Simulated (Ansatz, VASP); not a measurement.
**One calculation of SnO, two programs**

```
Sn O
1.0
     3.94270    0.00000    0.00000
     0.00000    3.94270    0.00000
     0.00000    0.00000    4.46910
Sn O
2 2
Cartesian
  0.0000 1.9713 1.0983
  1.9713 0.0000 3.3708
  0.0000 0.0000 0.0000
  1.9713 1.9713 0.0000
```

Alike in both runs: task single point; functional LDA; k mesh 10 × 10 × 8; occupations gaussian, width 0.15 eV; no spin polarisation.

```csv
,VASP,Ansatz
version,VASP 6.6.1,Ansatz 0.2.0
potentials or method,"VASP PAW LDA potentials, release 64 (Sn_d, O)","scalar-relativistic, plane waves, PAW"
plane-wave cutoff (eV),520,520
valence electrons in the cell,40,40
```

VASP gave:

```
gap on the k mesh at the Fermi level (eV)       : 0.41
least direct gap on the mesh (eV)               : 1.64
pressure (GPa)                                  : -5.6
largest component of the traceless stress (GPa) : 4.70
rms of the force components (eV/Å)              : 0.092
```

**Question.** Which values does Ansatz return?

**Answer.** gap on the k mesh at the Fermi level (eV): 0.43; least direct gap on the mesh (eV): 1.67; pressure (GPa): -6.0; largest component of the traceless stress (GPa): 4.72; rms of the force components (eV/Å): 0.132.

Atom by atom the forces differ by 0.041 eV/Å (rms over components).

Caveats: spin-orbit coupling is left out, which moves the levels of the heavy elements.
